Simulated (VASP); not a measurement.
# InAs (F-43m) in VASP: a series of runs

One crystal, InAs, is run at these levels: PBE, HF; tasks: single point, relaxation of cell and atoms.

All numbers are computed with VASP 6.6.1; they aren't measurements. Logs are shortened: lines on timing, memory, paths and dates and some standing lists are left out, and cuts for length are marked.

**Measured values to compare with.**

A printed reference work, data compilation reports, for a bulk crystal of InAs at 4.2 K: band gap 0.418 eV (direct).

How close the calculation comes is told below.

**1. The crystal as given**

It takes space group F-43m (No. 216, cubic). Conventional cell: a = 6.036 Å, b = 6.036 Å, c = 6.036 Å, α = 90.00°, β = 90.00°, γ = 90.00°. In (site symmetry -43m) has 4 As at 2.61 Å as nearest neighbours. As (site symmetry -43m) has 4 In at 2.61 Å as nearest neighbours.

**2. Single point, PBE**

INCAR reads:

```
SYSTEM = InAs
PREC = Accurate
ENCUT = 500
EDIFF = 1E-7
ISMEAR = 0
SIGMA = 0.02
LREAL = .FALSE.
LASPH = .TRUE.
NELM = 80
ALGO = Normal
ISIF = 2
LWAVE = .FALSE.
LCHARG = .FALSE.
GGA = PE
NBANDS = 16
```

KPOINTS reads:

```
Automatic mesh
0
G
  4 4 4
  0 0 0
```

POSCAR reads:

```
InAs
1.0
    0.0000000000      3.0180000000      3.0180000000
    3.0180000000      0.0000000000      3.0180000000
    3.0180000000      3.0180000000      0.0000000000
In As
1 1
Direct
    0.0000000000      0.0000000000      0.0000000000
    0.7500000000      0.7500000000      0.7500000000
```

Potentials or basis: VASP PAW PBE potentials, release 64 (In_d_GW, As_GW).

On the command line:

```console
> cat potpaw_PBE.64/In_d_GW/POTCAR potpaw_PBE.64/As_GW/POTCAR > POTCAR
> mpirun -np 1 vasp_std > vasp.out
```

OUTCAR:

```text
SYSTEM = InAs
   PREC = Accurate
   ENCUT = 500
   EDIFF = 1E-7
   ISMEAR = 0
   LREAL = .FALSE.
   LASPH = .TRUE.
   NELM = 80
   ISIF = 2
   GGA = PE

 ion  position               nearest neighbor table
   1  0.000  0.000  0.000-   2 2.61   2 2.61   2 2.61   2 2.61
   2  0.750  0.750  0.750-   1 2.61   1 2.61   1 2.61   1 2.61

  LATTYP: Found a face centered cubic cell.
 ALAT       =     6.0360000000

  Lattice vectors:

 A1 = (   0.0000000000,   3.0180000000,   3.0180000000)
 A2 = (   3.0180000000,   0.0000000000,   3.0180000000)
 A3 = (   3.0180000000,   3.0180000000,   0.0000000000)

Analysis of symmetry for initial positions (statically):
=====================================================================
 Subroutine PRICEL returns:
 Original cell was already a primitive cell.

 Routine SETGRP: Setting up the symmetry group for a
 face centered cubic supercell.

 Subroutine GETGRP returns: Found 24 space group operations
 (whereof 24 operations were pure point group operations)
 out of a pool of 48 trial point group operations.

The static configuration has the point symmetry T_d .

Analysis of symmetry for dynamics (positions and initial velocities):
=====================================================================
 Subroutine PRICEL returns:
 Original cell was already a primitive cell.

 Routine SETGRP: Setting up the symmetry group for a
 face centered cubic supercell.

 Subroutine GETGRP returns: Found 24 space group operations
 (whereof 24 operations were pure point group operations)
 out of a pool of 48 trial point group operations.

The dynamic configuration has the point symmetry T_d .

 Subroutine INISYM returns: Found 24 space group operations
 (whereof 24 operations are pure point group operations),
 and found     1 'primitive' translations

----------------------------------------------------------------------------------------

                                     Primitive cell

  volume of cell :      54.9778

  direct lattice vectors                    reciprocal lattice vectors
     0.000000000  3.018000000  3.018000000    -0.165672631  0.165672631  0.165672631
     3.018000000  0.000000000  3.018000000     0.165672631 -0.165672631  0.165672631
     3.018000000  3.018000000  0.000000000     0.165672631  0.165672631 -0.165672631

  length of vectors
     4.268096531  4.268096531  4.268096531     0.286953414  0.286953414  0.286953414

  position of ions in fractional coordinates (direct lattice)
     0.000000000  0.000000000  0.000000000
     0.750000000  0.750000000  0.750000000

  ion indices of the primitive-cell ions
   primitive index   ion index
                 1           1
                 2           2

----------------------------------------------------------------------------------------

 KPOINTS: Automatic mesh

Automatic generation of k-mesh.
 Grid dimensions read from file:
 generate k-points for:    4    4    4

 Generating k-lattice:

  Cartesian coordinates                     Fractional coordinates (reciprocal lattice)
    -0.041418158  0.041418158  0.041418158     0.250000000  0.000000000  0.000000000
     0.041418158 -0.041418158  0.041418158     0.000000000  0.250000000  0.000000000
     0.041418158  0.041418158 -0.041418158     0.000000000  0.000000000  0.250000000

  Length of vectors
     0.071738354  0.071738354  0.071738354

  Shift w.r.t. Gamma in fractional coordinates (k-lattice)
     0.000000000  0.000000000  0.000000000

 Subroutine IBZKPT returns following result:
 ===========================================

 Found      8 irreducible k-points:

 Following reciprocal coordinates:
            Coordinates               Weight
  0.000000  0.000000  0.000000      1.000000
  0.250000  0.000000  0.000000      8.000000
  0.500000  0.000000  0.000000      4.000000
  0.250000  0.250000  0.000000      6.000000
  0.500000  0.250000  0.000000     24.000000
 -0.250000  0.250000  0.000000     12.000000
  0.500000  0.500000  0.000000      3.000000
 -0.250000  0.500000  0.250000      6.000000
   k-points           NKPTS =      8   k-points in BZ     NKDIM =      8   number of bands    NBANDS=     16
   number of dos      NEDOS =    301   number of ions     NIONS =      2
   total plane-waves  NPLWV =  32768
   dimension x,y,z NGX =    32 NGY =   32 NGZ =   32
   dimension x,y,z NGXF=    64 NGYF=   64 NGZF=   64
   ions per type =               1   1
   NGX,Y,Z   is equivalent  to a cutoff of  12.46, 12.46, 12.46 a.u.
   NGXF,Y,Z  is equivalent  to a cutoff of  24.93, 24.93, 24.93 a.u.
 SYSTEM =  InAs
   PREC   = accura    normal or accurate (medium, high low for compatibility)
   ISTART =      0    job   : 0-new  1-cont  2-samecut
   ICHARG =      2    charge: 1-file 2-atom 10-const
   ISPIN  =      1    spin polarized calculation?
   LNONCOLLINEAR =      F non collinear calculations
   LSORBIT =      F    spin-orbit coupling
   LASPH  =      T    aspherical Exc in radial PAW
[... 87 lines left out ...]
      9       3.0026      2.00000
     10       4.8216      0.00000
     11       8.1834      0.00000
     12       8.1834      0.00000
     13       8.7497      0.00000
     14      11.9386      0.00000
     15      12.1303      0.00000
     16      12.1303      0.00000

 k-point     3 :       0.5000    0.0000    0.0000
  band No.  band energies     occupation
      1     -10.9942      2.00000
      2     -10.8395      2.00000
      3     -10.8395      2.00000
      4     -10.7368      2.00000
      5     -10.7368      2.00000
      6      -6.8266      2.00000
      7      -2.2290      2.00000
      8       2.5805      2.00000
      9       2.5805      2.00000
     10       4.5295      0.00000
     11       8.2370      0.00000
     12       8.2370      0.00000
     13      10.4300      0.00000
     14      12.6483      0.00000
     15      14.3303      0.00000
     16      14.3303      0.00000

 k-point     4 :       0.2500    0.2500    0.0000
  band No.  band energies     occupation
      1     -10.9723      2.00000
      2     -10.8309      2.00000
      3     -10.8309      2.00000
      4     -10.7631      2.00000
      5     -10.7337      2.00000
      6      -7.5053      2.00000
      7      -0.1295      2.00000
      8       2.1363      2.00000
      9       2.1363      2.00000
     10       5.8231      0.00000
     11       6.3624      0.00000
     12       9.8375      0.00000
     13       9.8375      0.00000
     14      10.3015      0.00000
     15      13.9069      0.00000
     16      14.6264      0.00000

 k-point     5 :       0.5000    0.2500    0.0000
  band No.  band energies     occupation
      1     -11.0172      2.00000
      2     -10.8212      2.00000
      3     -10.8122      2.00000
      4     -10.7610      2.00000
      5     -10.7317      2.00000
      6      -6.5951      2.00000
      7      -1.9111      2.00000
      8       0.8149      2.00000
      9       1.8072      2.00000
     10       5.8433      0.00000
     11       7.8072      0.00000
     12       9.4821      0.00000
     13      10.1431      0.00000
     14      12.7778      0.00000
     15      14.5962      0.00000
     16      15.1165      0.00000

 k-point     6 :      -0.2500    0.2500    0.0000
  band No.  band energies     occupation
      1     -10.9911      2.00000
      2     -10.8331      2.00000
      3     -10.8292      2.00000
      4     -10.7472      2.00000
      5     -10.7428      2.00000
      6      -6.9150      2.00000
      7      -1.4200      2.00000
      8       0.7228      2.00000
      9       2.5248      2.00000
     10       6.1737      0.00000
     11       8.5762      0.00000
     12       8.9249      0.00000
     13       9.0373      0.00000
     14      11.6435      0.00000
     15      13.3515      0.00000
     16      15.1854      0.00000

 k-point     7 :       0.5000    0.5000    0.0000
  band No.  band energies     occupation
      1     -11.0535      2.00000
      2     -10.7887      2.00000
      3     -10.7887      2.00000
      4     -10.7844      2.00000
      5     -10.7221      2.00000
      6      -6.2756      2.00000
      7      -2.3007      2.00000
      8       1.2307      2.00000
      9       1.2307      2.00000
     10       5.0950      0.00000
     11       5.6288      0.00000
     12      12.8033      0.00000
     13      12.8689      0.00000
     14      12.8689      0.00000
     15      15.0544      0.00000
     16      15.8020      0.00000

 k-point     8 :      -0.2500    0.5000    0.2500
  band No.  band energies     occupation
      1     -11.0296      2.00000
      2     -10.8210      2.00000
      3     -10.7961      2.00000
      4     -10.7609      2.00000
      5     -10.7366      2.00000
      6      -6.2227      2.00000
      7      -2.1578      2.00000
      8       0.5969      2.00000
      9       0.6748      2.00000
     10       7.8040      0.00000
     11       7.8610      0.00000
     12       8.5662      0.00000
     13       9.6499      0.00000
     14      13.4384      0.00000
     15      15.2646      0.00000
     16      15.4205      0.00000

------------------------ aborting loop because EDIFF is reached ----------------------------------------

  FORCE on cell =-STRESS in cart. coord.  units (eV):
  Direction    XX          YY          ZZ          XY          YZ          ZX
  --------------------------------------------------------------------------------------
  -------------------------------------------------------------------------------------
  Total        1.6748803      1.6748803      1.6748803      0.0000000      0.0000000     -0.0000000
  in kB       48.8097595     48.8097595     48.8097595      0.0000000      0.0000000     -0.0000000
  external PRESSURE =      48.8097595 kB  Pullay stress =       0.0000000 kB

 VOLUME and BASIS-vectors are now :
 -----------------------------------------------------------------------------
  energy-cutoff  :      500.00
  volume of cell :       54.98
      direct lattice vectors                 reciprocal lattice vectors
     0.000000000  3.018000000  3.018000000    -0.165672631  0.165672631  0.165672631
     3.018000000  0.000000000  3.018000000     0.165672631 -0.165672631  0.165672631
     3.018000000  3.018000000  0.000000000     0.165672631  0.165672631 -0.165672631

 POSITION                                       TOTAL-FORCE (eV/Angst)
 -----------------------------------------------------------------------------------
      0.00000      0.00000      0.00000         0.000000      0.000000      0.000000
      4.52700      4.52700      4.52700        -0.000000     -0.000000     -0.000000
 -----------------------------------------------------------------------------------
    total drift:                                0.000000      0.000000      0.000000

  FREE ENERGIE OF THE ION-ELECTRON SYSTEM (eV)
  ---------------------------------------------------
  free  energy   TOTEN  =        -7.5392830844 eV

  energy  without entropy=       -7.5388010146  energy(sigma->0) =       -7.53904205
```

Run time: 7.9 s. Hardware: 1 thread of Intel Xeon Platinum 8488C (Sapphire Rapids), shared host; peak memory 0.18 GiB.

Results:

```
Free energy            : -7.5393 eV
Pressure               : 4.9 GPa
Band gap on the k mesh : none (metal or under the smearing width)
```

Levels at points of the mesh, in eV from the Fermi level:
```csv
k point,band 6,band 7,band 8,band 9,band 10,band 11,band 12,band 13
"(0.00, 0.00, 0.00)",-11.90,-0.19,-0.01,-0.01,-0.01,3.88,3.88,3.88
"(0.50, 0.00, 0.00)",-10.41,-5.82,-1.01,-1.01,0.94,4.65,4.65,6.84
"(0.50, 0.50, 0.00)",-9.86,-5.89,-2.36,-2.36,1.51,2.04,9.22,9.28
```

Caveat: the k mesh is coarse (spacing up to 0.45 Å⁻¹), so the values aren't converged; this crystal is a semiconductor, whose small gap the functional closes, so the metal is an error of the method.

**3. Single point, PBE**

INCAR reads:

```
SYSTEM = InAs
ALGO     = Normal         ! electronic algorithm
EDIFF    = 1E-6           ! SCF threshold, eV
ENCUT    = 350            ! plane-wave cutoff, eV
GGA      = PE             ! functional
ISIF     = 2              ! what is computed and relaxed
ISMEAR   = 0              ! smearing method
LASPH    = .True.         ! aspherical terms in the spheres
LCHARG   = .True.         ! write CHGCAR
LELF     = .True.         ! ELF
LREAL    = .False.        ! projectors in reciprocal space
LVHAR    = .True.       
LWAVE    = .False.        ! write WAVECAR
NBANDS   = 16             ! bands
NELM     = 60             ! most SCF steps
PREC     = Accurate       ! precision mode
SIGMA    = 0.02           ! smearing width, eV
```

KPOINTS reads:

```
k-points
0
Gamma
  4 4 4
  0 0 0
```

POSCAR is that of step 2.

Potentials or basis: VASP PAW PBE potentials, release 64 (In_d_GW, As_GW).

On the command line:

```console
> cat potpaw_PBE.64/In_d_GW/POTCAR potpaw_PBE.64/As_GW/POTCAR > POTCAR
> mpirun -np 1 vasp_std > vasp.out
```

Run time: 7.1 s. Hardware: 1 thread of Intel Xeon Platinum 8488C (Sapphire Rapids), shared host; peak memory 0.16 GiB.

The run converged. Its results:

```
Free energy            : -7.5168 eV
Pressure               : 4.2 GPa
Band gap on the k mesh : none (metal or under the smearing width)
```

Levels at points of the mesh, in eV from the Fermi level:
```csv
k point,band 6,band 7,band 8,band 9,band 10,band 11,band 12,band 13
"(0.00, 0.00, 0.00)",-11.91,-0.20,-0.01,-0.01,-0.01,3.87,3.87,3.87
"(0.50, 0.00, 0.00)",-10.42,-5.82,-1.01,-1.01,0.94,4.65,4.65,6.84
"(0.50, 0.50, 0.00)",-9.86,-5.89,-2.36,-2.36,1.51,2.04,9.21,9.28
```

Caveat: the k mesh is coarse (spacing up to 0.45 Å⁻¹), so the values aren't converged; this crystal is a semiconductor, whose small gap the functional closes, so the metal is an error of the method.

**4. Single point, PBE**

INCAR reads:

```
ALGO = Normal ; EDIFF = 1E-6
ENCUT = 520 ; GGA = PE
ISIF = 2 ; ISMEAR = 0
LASPH = True ; LCHARG = False
LREAL = False ; LWAVE = False
NBANDS = 16 ; NELM = 100
PREC = Accurate ; SIGMA = 0.027000000000000003
```

KPOINTS reads:

```
k-points
0
Gamma
  8 8 8
```

POSCAR is that of step 3.

Potentials or basis: VASP PAW PBE potentials, release 64 (In_d, As).

On the command line:

```console
> cat potpaw_PBE.64/In_d/POTCAR potpaw_PBE.64/As/POTCAR > POTCAR
> mpirun -np 1 vasp_std > vasp.out
```

Wall time 16 s (1 thread of AMD EPYC 7R13 (Zen 3), shared host); peak memory 0.15 GiB.

It converged, with:

```
Free energy            : -7.6613 eV
Pressure               : 4.4 GPa
Band gap on the k mesh : none (metal or under the smearing width)
```

Levels at points of the mesh, in eV from the Fermi level:
```csv
k point,band 7,band 8,band 9,band 10,band 11,band 12
"(0.00, 0.00, 0.00)",-0.18,-0.01,-0.01,-0.01,3.90,3.90
"(0.50, 0.00, 0.00)",-5.80,-1.00,-1.00,0.96,4.67,4.67
"(0.50, 0.50, 0.00)",-5.87,-2.35,-2.35,1.53,2.05,9.21
```

Caveat: this crystal is a semiconductor, whose small gap the functional closes, so the metal is an error of the method.

**5. Relaxation of cell and atoms, HF**

POSCAR is that of step 4.

INCAR.step1 reads:

```
SYSTEM = InAs
ALGO = Normal
EDIFF = 1E-5
ENCUT = 600
GGA = PE
ISMEAR = -1
LASPH = .TRUE.
LCHARG = .FALSE.
LREAL = .FALSE.
LWAVE = .TRUE.
NELM = 60
PREC = Accurate
SIGMA = 0.05
```

INCAR.step2 reads:

```
SYSTEM = InAs
AEXX = 1.0
AGGAC = 0.0
ALDAC = 0.0
ALGO = Normal
EDIFF = 1E-6
EDIFFG = -0.01
ENCUT = 600
GGA = PE
IBRION = 2
ISIF = 3
ISMEAR = -1
ISTART = 1
LASPH = .TRUE.
LCHARG = .FALSE.
LHFCALC = .TRUE.
LREAL = .FALSE.
LWAVE = .FALSE.
NELM = 60
NSW = 40
PREC = Accurate
PRECFOCK = Fast
SIGMA = 0.05
```

KPOINTS reads:

```
k-points
0
G
  4 4 4
  0 0 0
```

On the command line:

```console
> cat potpaw_PBE.64/In_d/POTCAR potpaw_PBE.64/As/POTCAR > POTCAR
> cp INCAR.step1 INCAR
> mpirun -np 1 vasp_std > vasp.out
> cp INCAR.step2 INCAR
> mpirun -np 1 vasp_std > vasp.out
```

Run time: 15 min. Hardware: 1 thread of AMD EPYC 7R13 (Zen 3), shared host; peak memory 0.19 GiB.

It converged, with:

| Quantity | Value |
| --- | --- |
| Free energy | -15.5574 eV |
| Relaxed volume | 28.98 Å³/atom |
| Relaxed cell | a = 4.344 Å, b = 4.344 Å, c = 4.344 Å, α = 60.00°, β = 60.00°, γ = 60.00° |
| Space group after relaxing (to 0.05 Å) | F-43m (No. 216) |
| Energy gained by relaxing | 17.5 meV/atom |
| Ionic steps | 3 |
| Pressure after relaxing | 0.0 GPa |
| Band gap on the k mesh | 6.01 eV, direct |

Step by step:
| step | energy change (eV) | largest force (eV/Å) | pressure (GPa) | volume (Å³) |
| --- | --- | --- | --- | --- |
| 1 | 0.0000 | 0.0000 | 3.93 | 54.98 |
| 2 | -0.0129 | 0.0000 | -2.64 | 60.52 |
| 3 | -0.0350 | 0.0000 | -0.02 | 57.97 |

Final structure:
```
In As
1.0
     0.00000    3.07176    3.07176
     3.07176    0.00000    3.07176
     3.07176    3.07176    0.00000
In As
1 1
Direct
  0.00000 0.00000 0.00000
  0.75000 0.75000 0.75000
```

Levels at points of the mesh, in eV from the valence-band top:
```tsv
k point	band 5	band 6	band 7	band 8	band 9	band 10	band 11	band 12	band 13
(0.00, 0.00, 0.00)	-20.91	-16.12	0.00	0.00	0.00	6.01	10.29	10.29	10.29
(0.50, 0.00, 0.00)	-20.90	-14.26	-7.29	-1.20	-1.20	7.08	11.08	11.08	13.43
(0.50, 0.50, 0.00)	-20.89	-13.54	-7.36	-2.88	-2.88	7.28	8.07	16.61	17.04
```

Caveat: the k mesh is coarse (spacing up to 0.45 Å⁻¹), so the values aren't converged, least of all with exact exchange; the PAW data sets were made with another functional, which shifts forces and pressure a little; spin-orbit coupling is left out, which moves the levels of the heavy elements. Zero-point motion and thermal expansion aren't in these numbers.

**6. Overview**

| task | level | potentials or basis | cell | k mesh | cutoff (eV) | smearing | grid for exact exchange (PRECFOCK) | exchange at q = 0 | mesh quality | gap on the mesh (eV) | pressure (GPa) |
| --- | --- | --- | --- | --- | --- | --- | --- | --- | --- | --- | --- |
| single point | PBE | VASP PAW PBE potentials, release 64 (In_d_GW, As_GW) | as given | 4 × 4 × 4 | 500 | gaussian 0.02 eV | - | - | coarse | none | 4.9 |
| single point | PBE | VASP PAW PBE potentials, release 64 (In_d_GW, As_GW) | as given | 4 × 4 × 4 | 350 | gaussian 0.02 eV | - | - | coarse | none | 4.2 |
| single point | PBE | VASP PAW PBE potentials, release 64 (In_d, As) | as given | 8 × 8 × 8 | 520 | gaussian 0.027 eV | - | - | not flagged | none | 4.4 |
| relaxation of cell and atoms | HF | VASP PAW PBE potentials, release 64 (In_d, As) | relaxed | 4 × 4 × 4 | 600 | fermi-dirac 0.05 eV | Fast | default | coarse | 6.01 | 0.0 |

Alike in all rows: no spin polarisation.

Caveats: some runs use coarse meshes; this crystal is a semiconductor, whose small gap the functional closes, so the metal is an error of the method (some runs); the PAW data sets were made with another functional, which shifts forces and pressure a little (some runs); spin-orbit coupling is left out, which moves the levels of the heavy elements (some runs).

Total energies depend on the potentials used, so only differences within one code and one set of settings carry meaning.

**7. Comparison with measurements**

Step 4. Measured gap of InAs: 0.418 eV (direct; 4.2 K; a printed reference work, data compilation). This calculation gives 0.00 eV (-0.42 eV). Spin-orbit coupling on As, In is left out. The value is that of PBE on a finite k mesh, which can miss the band edges, without temperature or zero-point motion. Semilocal functionals fall short of measured gaps as a rule.
